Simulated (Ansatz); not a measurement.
# Sb (Im-3m) in Ansatz: reference runs

Aim: a first look at Sb with PBE, on the cell as given and on a disturbed one.

Everything below comes from runs of Ansatz 0.2.0. Logs are shortened: lines on timing, memory, paths and dates and some standing lists are left out, and cuts for length are marked.

**1. The structure**

Symmetry: Im-3m, No. 229, cubic system. The conventional cell has a = 3.743 Å, b = 3.743 Å, c = 3.743 Å, α = 90.00°, β = 90.00°, γ = 90.00°. Sb (site symmetry m-3m) has 8 Sb at 3.24 Å as nearest neighbours.

This isn't the form of Sb at room conditions, which is rhombohedral.

**2. Single point, PBE**

The input, input.yaml:

```yaml
crystal:
  lattice:
    - [-1.8713408863, 1.8713408863, 1.8713408863]
    - [1.8713408863, -1.8713408863, 1.8713408863]
    - [1.8713408863, 1.8713408863, -1.8713408863]
  atoms:
    - { symbol: Sb, position: [0.0, 0.0, 0.0] }
kpoints:
  mp_grid: { grid: [10, 10, 10] }
scf:
  occupations: { method: fermi_dirac, width: 0.05 }
hamiltonian:
  xc: pbe
  pseudopotentials: { kind: all_electron, lapw: { basis_error: 0.001 } }
output:
  forces: true
  stress: true
  eigenvalues: true
  populations: true
```

Potentials or basis: all-electron LAPW, scalar-relativistic.

Run with:

```console
$ ansatz run input.yaml --threads 1 --pin off --max-ram 3072MiB --backend cpu --events-out ev --progress --plain --runs-dir out
```

What it wrote:

```text
Warning: RAYON_NUM_THREADS=1 ignored (pool sized by the plan → 1); use --threads N
Sb: projections on atomic orbitals take those of the free atom 1s2 2s2 2p6 3s2 3p6 3d10 4s2 4p6 4d10 5s2 5p3, of charge +0.00 (hamiltonian.pseudopotentials.projection_atoms)
LAPW: plane waves up to 6.713 Å⁻¹, error target 1.0e-3 eV per atom; small_component_spin mean_spin; Sb in spheres of 1.621 Å, 23 of its electrons in bands, Dirac shells [] (how accurate: hamiltonian.pseudopotentials.lapw.basis_error, Limitations)
Engine: ansatz 0.2.0, x86_64-unknown-linux-gnu
Pseudopotentials: kind: all_electron
Pseudopotential: Sb, LAPW, valence charge 23, lapw/all_electron/scalar/gaussian/Sb, Koelling and Harmon's equation, gaussian nucleus
Functional definition: PBE
  parameter kappa = 0.804
  parameter beta = 0.06672455060314922
  exchange = pbe_x(kappa = kappa, mu = beta*pi^2/3)
  correlation = pbe_c(beta = beta)
Crystal: 1 atoms, lattice volume = 26.213 Å³
Basis set: ecut = 171.68210892498968 eV, 135 PW (Γ), exchange–correlation at level 2
Bands: 16, of which v1, the nominal top of the filled ones, is band 12 counted from 1 (11 counted from 0)
Symmetry: 48 space group operations
Space group: Im-3m (ITA 229), of the structure as read, at distance tolerance 3.0e-5 Å
k-points: 47 of 1000
Non-local potential: Sb, projectors of the file, none
Initial density: superposition of atomic densities (chi_scale 0.1, normalization cell)
Initial wavefunctions: plane waves of lowest kinetic energy (no species holds an atomic orbital)
Functional: x = pbe(κ = 0.804, μ = 0.2195149727645171), c = pbe(β = 0.06672455060314922)
iter 1 solved again at ethr=2.13e-5 eV; its pass at ethr=1.00e-1 eV (dr2=4.89e-3 eV) is discarded
SCF iter   1: F=—  HF=-176367.942624 eV  |F-HF|=—  |Δ(HF+E_count)|=         —  Δρ=5.83e-3  dr2=4.91e-3  ethr=2.13e-5  ⟨swp⟩=3.8  Hψ=5489  notcnv=0
preconditioner: auto → Kerker (q_TF=auto, 2.669 Å⁻¹)  [metal: Δε(μ)=0.037 eV  Ē_g=12.631 eV  σ=0.050 eV  W_gap=0.18  n_scr=12 (ndim 8)  ℏωp=16.2 eV  f_vac=0.000  D(μ)=1.19/eV (n_scr^D=12)]
SCF iter   2: F=—  HF=-176367.937593 eV  |F-HF|=—  |Δ(HF+E_count)|=   5.03e-3  Δρ=3.70e-3  dr2=2.19e-3  ethr=2.13e-5  ⟨swp⟩=2.0  Hψ=2100  notcnv=0
SCF iter   3: F=—  HF=-176367.937929 eV  |F-HF|=—  |Δ(HF+E_count)|=   3.36e-4  Δρ=1.71e-3  dr2=5.39e-4  ethr=9.54e-6  ⟨swp⟩=2.0  Hψ=2101  notcnv=0
SCF iter   4: F=—  HF=-176367.938129 eV  |F-HF|=—  |Δ(HF+E_count)|=   2.00e-4  Δρ=7.50e-4  dr2=1.16e-4  ethr=2.34e-6  ⟨swp⟩=2.0  Hψ=2099  notcnv=0
iter 5 solved again at ethr=1.05e-8 eV; its pass at ethr=5.05e-7 eV (dr2=2.41e-6 eV) is discarded
SCF iter   5: F=—  HF=-176367.938223 eV  |F-HF|=—  |Δ(HF+E_count)|=   9.40e-5  Δρ=9.89e-5  dr2=2.41e-6  ethr=1.05e-8  ⟨swp⟩=2.0  Hψ=3655  notcnv=0
SCF iter   6: F=—  HF=-176367.938224 eV  |F-HF|=—  |Δ(HF+E_count)|=   1.17e-6  Δρ=2.93e-5  dr2=2.37e-7  ethr=1.05e-8  ⟨swp⟩=2.5  Hψ=2133  notcnv=0
SCF iter   7: F=-176367.938224 eV  HF=-176367.938224 eV  |F-HF|=3.58e-9  |Δ(HF+E_count)|=   2.33e-8  Δρ=8.46e-6  dr2=2.70e-8  ethr=1.03e-9  ⟨swp⟩=2.0  Hψ=2099  notcnv=0
SCF 1 converged in 7 iterations: F = -176367.938224 eV  dr2 = 2.70e-8
the search or the solves at the SCF's close seem to have found levels that the self-consistency loop had missed (the run counts 1). By its estimate they hold under 1e-12 electrons; where the run keeps them, the occupations were computed again with them
SCF converged after 7 iterations
Free energy (F): -176367.938224 eV
Harris-Foulkes:  -176367.938224 eV  (|F-HF|=3.58e-9)
Internal energy: -176367.929224 eV  (E = F + TS)
E sigma→0 (E₀):  -176367.933724 eV
Entropy (-TS):   -0.009001 eV (-9.001 meV/atom)
Fermi energy:    15.071205 eV
--- Per-component energies (eV) ---
  E_band       = -845.289552
  E_kinetic    = 185872.399486
  E_xc         = -4643.942122
  E_electrostatic = -357596.386588  (all electrons and nuclei)
  E_smearing   = -0.009001  (= −TS)
  E_closure    = 0.000000  (closes the sum)
  E_atoms      = -176364.064481  (free atoms, spherical and without spin; not in F)
  Σ components = -176367.938224   (vs F -176367.938224, Δ=0.00e0)
  Basis errors (estimates in eV, not in F): energy 2.5e-4 per atom: plane waves 2.5e-4 (1.3e-4 summed), levels above the bands 3.6e-100, relativity 1.8e-8, radial functions 4.5e-6, core shells 8.4e-11; eigenvalues (radial functions only) 7.4e-5; not estimated: angular momenta, meshes, grids; target (lapw.basis_error) 1.0e-3; muffin-tin radii Sb 1.621 Å
--- Forces (eV/Å), atoms counted from 1 ---
  atom   1  Sb    -0.00000000    -0.00000000    -0.00000000
  max |Σ_I F_I| component: 4.93e-31 eV/Å
--- Stress (GPa, compression-positive) ---
        3.175431       0.000000      -0.000000
        0.000000       3.175431       0.000000
       -0.000000       0.000000       3.175431
  P = ⅓ Tr σ = 3.1754 GPa (31.754 kbar)
--- Band table (eV; the first three rows and the last of 47) ---
  k-point 0: bands = ["-129.3610", "-82.3298", "-82.3298", "-82.3298", "-14.1875", "-14.1875", "-14.1875", "-14.1107", "-14.1107", "2.0260", "20.7807", "20.7807", "20.7807", "26.4747", "26.4747", "26.4747"]
  k-point 1: bands = ["-129.3610", "-82.3299", "-82.3298", "-82.3298", "-14.1897", "-14.1833", "-14.1754", "-14.1132", "-14.1112", "2.2408", "19.2207", "20.1125", "20.5911", "24.7914", "25.0318", "26.3458"]
  k-point 2: bands = ["-129.3610", "-82.3304", "-82.3300", "-82.3297", "-14.1953", "-14.1737", "-14.1436", "-14.1187", "-14.1126", "2.8818", "16.2676", "18.8771", "20.0897", "23.3811", "23.8006", "26.3161"]
  k-point 46: bands = ["-129.3608", "-82.3314", "-82.3314", "-82.3314", "-14.1906", "-14.1906", "-14.0708", "-14.0708", "-14.0708", "9.6145", "13.0260", "13.0260", "13.0260", "18.0147", "18.0147", "32.3699"]
--- Löwdin populations: 1 site ---
  site symbol       q [e]
     0     Sb     50.9446
  spilling = 0.001085 (of n_electrons = 51.000000)
```

Wall time 9.4 s (1 thread of Intel Xeon at 2.50GHz (Skylake/Cascade Lake), shared host); peak memory 0.25 GiB.

Results:

```
Free energy            : -176367.9382 eV
Pressure               : 3.2 GPa
Band gap on the k mesh : none (metal or under the smearing width)
```

Levels at points of the mesh, in eV from the Fermi level:
```tsv
k point	band 10	band 11	band 12	band 13	band 14	band 15
(0.00, 0.00, 0.00)	-13.05	5.71	5.71	5.71	11.40	11.40
(0.00, 0.00, -0.50)	-8.83	-5.75	1.76	3.84	6.63	7.16
(-0.50, -0.50, -0.50)	-5.46	-2.05	-2.05	-2.05	2.94	2.94
```

**3. Single point, PBE (cell strained at random at fixed volume)**

The input, input.yaml:

```yaml
crystal:
  lattice:
    - [-1.911675, 1.898596, 1.910974]
    - [1.866448, -1.924218, 1.891369]
    - [1.825833, 1.838376, -1.936596]
  atoms:
    - { symbol: Sb, position: [0.00668, 0.002122, 0.017737] }
kpoints:
  mp_grid: { grid: [10, 10, 10] }
scf:
  occupations: { method: fermi_dirac, width: 0.05 }
hamiltonian:
  xc: pbe
  pseudopotentials: { kind: all_electron, lapw: { basis_error: 0.001 } }
output:
  forces: true
  stress: true
  eigenvalues: true
  populations: true
```

Potentials or basis: all-electron LAPW, scalar-relativistic.

Run with:

```console
$ ansatz run input.yaml --threads 1 --pin off --max-ram 3072MiB --backend cpu --events-out ev --progress --plain --runs-dir out
```

What it wrote:

```text
Warning: RAYON_NUM_THREADS=1 ignored (pool sized by the plan → 1); use --threads N
Sb: projections on atomic orbitals take those of the free atom 1s2 2s2 2p6 3s2 3p6 3d10 4s2 4p6 4d10 5s2 5p3, of charge +0.00 (hamiltonian.pseudopotentials.projection_atoms)
LAPW: plane waves up to 6.975 Å⁻¹, error target 1.0e-3 eV per atom; small_component_spin mean_spin; Sb in spheres of 1.576 Å, 23 of its electrons in bands, Dirac shells [] (how accurate: hamiltonian.pseudopotentials.lapw.basis_error, Limitations)
[... 8 set-up lines as earlier in the session ...]
Crystal: 1 atoms, lattice volume = 26.213 Å³
Basis set: ecut = 185.34939020181827 eV, 141 PW (Γ), exchange–correlation at level 2
Bands: 16, of which v1, the nominal top of the filled ones, is band 12 counted from 1 (11 counted from 0)
Symmetry: 2 space group operations
Space group: P-1 (ITA 2), of the structure as read, at distance tolerance 3.0e-5 Å
k-points: 504 of 1000
[... 4 set-up lines as earlier in the session ...]
iter 1 solved again at ethr=2.89e-5 eV; its pass at ethr=1.00e-1 eV (dr2=6.64e-3 eV) is discarded
SCF iter   1: F=—  HF=-176367.939406 eV  |F-HF|=—  |Δ(HF+E_count)|=         —  Δρ=6.50e-3  dr2=6.69e-3  ethr=2.89e-5  ⟨swp⟩=3.4  Hψ=57614  notcnv=0
preconditioner: auto → Kerker (q_TF=auto, 2.669 Å⁻¹)  [metal: Δε(μ)=0.007 eV  Ē_g=12.655 eV  σ=0.050 eV  W_gap=0.04  n_scr=12 (ndim 8)  ℏωp=16.2 eV  f_vac=0.000  D(μ)=0.81/eV (n_scr^D=6)]
SCF iter   2: F=—  HF=-176367.933953 eV  |F-HF|=—  |Δ(HF+E_count)|=   5.45e-3  Δρ=4.10e-3  dr2=2.93e-3  ethr=2.89e-5  ⟨swp⟩=2.0  Hψ=22513  notcnv=0
SCF iter   3: F=—  HF=-176367.934146 eV  |F-HF|=—  |Δ(HF+E_count)|=   1.92e-4  Δρ=1.85e-3  dr2=6.99e-4  ethr=1.27e-5  ⟨swp⟩=2.0  Hψ=22516  notcnv=0
SCF iter   4: F=—  HF=-176367.934330 eV  |F-HF|=—  |Δ(HF+E_count)|=   1.84e-4  Δρ=7.97e-4  dr2=1.49e-4  ethr=3.04e-6  ⟨swp⟩=2.0  Hψ=22512  notcnv=0
iter 5 solved again at ethr=1.88e-8 eV; its pass at ethr=6.46e-7 eV (dr2=4.33e-6 eV) is discarded
SCF iter   5: F=—  HF=-176367.934432 eV  |F-HF|=—  |Δ(HF+E_count)|=   1.02e-4  Δρ=1.19e-4  dr2=4.32e-6  ethr=1.88e-8  ⟨swp⟩=2.0  Hψ=38986  notcnv=0
SCF iter   6: F=—  HF=-176367.934433 eV  |F-HF|=—  |Δ(HF+E_count)|=   7.53e-7  Δρ=4.28e-5  dr2=5.88e-7  ethr=1.88e-8  ⟨swp⟩=2.0  Hψ=22511  notcnv=0
SCF iter   7: F=-176367.934433 eV  HF=-176367.934433 eV  |F-HF|=1.00e-8  |Δ(HF+E_count)|=   2.90e-8  Δρ=1.11e-5  dr2=4.18e-8  ethr=2.55e-9  ⟨swp⟩=2.0  Hψ=22510  notcnv=0
SCF 1 converged in 7 iterations: F = -176367.934433 eV  dr2 = 4.18e-8
SCF converged after 7 iterations
Free energy (F): -176367.934433 eV
Harris-Foulkes:  -176367.934433 eV  (|F-HF|=1.00e-8)
Internal energy: -176367.927661 eV  (E = F + TS)
E sigma→0 (E₀):  -176367.931047 eV
Entropy (-TS):   -0.006772 eV (-6.772 meV/atom)
Fermi energy:    15.074902 eV
--- Per-component energies (eV) ---
  E_band       = -845.506128
  E_kinetic    = 185872.298621
  E_xc         = -4643.943274
  E_electrostatic = -357596.283007  (all electrons and nuclei)
  E_smearing   = -0.006772  (= −TS)
  E_closure    = 0.000000  (closes the sum)
  E_atoms      = -176364.064481  (free atoms, spherical and without spin; not in F)
  Σ components = -176367.934433   (vs F -176367.934433, Δ=0.00e0)
  Basis errors (estimates in eV, not in F): energy 2.6e-4 per atom: plane waves 2.6e-4 (1.4e-4 summed), levels above the bands 8.0e-97, relativity 4.0e-8, radial functions 3.6e-6, core shells 2.4e-10; eigenvalues (radial functions only) 4.3e-5; not estimated: angular momenta, meshes, grids; target (lapw.basis_error) 1.0e-3; muffin-tin radii Sb 1.576 Å
--- Forces (eV/Å), atoms counted from 1 ---
  atom   1  Sb     0.00000000     0.00000000     0.00000000
  max |Σ_I F_I| component: 0.00e0 eV/Å
--- Stress (GPa, compression-positive) ---
        2.752728       1.056587       0.700139
        1.056587       3.032813       0.889262
        0.700139       0.889262       3.234277
  P = ⅓ Tr σ = 3.0066 GPa (30.066 kbar)
--- Band table (eV; the first three rows and the last of 504) ---
  k-point 0: bands = ["-129.3713", "-82.3431", "-82.3397", "-82.3373", "-14.2187", "-14.1936", "-14.1839", "-14.1240", "-14.1151", "2.0167", "20.3892", "20.5683", "21.2731", "25.9912", "26.4200", "26.4586"]
  k-point 1: bands = ["-129.3713", "-82.3431", "-82.3398", "-82.3375", "-14.2048", "-14.1887", "-14.1851", "-14.1250", "-14.1189", "2.2473", "19.6331", "20.0095", "20.2351", "24.8283", "24.9442", "26.0683"]
  k-point 2: bands = ["-129.3712", "-82.3431", "-82.3401", "-82.3379", "-14.1942", "-14.1807", "-14.1597", "-14.1292", "-14.1257", "2.9365", "16.8501", "18.5303", "19.7318", "23.1182", "23.5730", "25.9235"]
  k-point 503: bands = ["-129.3711", "-82.3443", "-82.3413", "-82.3395", "-14.2037", "-14.1988", "-14.0918", "-14.0864", "-14.0624", "9.6118", "12.6596", "12.9876", "13.4529", "17.9242", "18.1457", "32.1814"]
--- Löwdin populations: 1 site ---
  site symbol       q [e]
     0     Sb     50.9439
  spilling = 0.001100 (of n_electrons = 51.000000)
```

It took 81 s on 1 thread of Intel Xeon at 2.50GHz (Skylake/Cascade Lake), shared host; peak memory 0.55 GiB.

What came out:

| Quantity | Value |
| --- | --- |
| Free energy | -176367.9344 eV |
| Pressure | 3.0 GPa |
| Band gap on the k mesh | none (metal or under the smearing width) |

The run has no spin-orbit coupling, so splittings on Sb are missing.
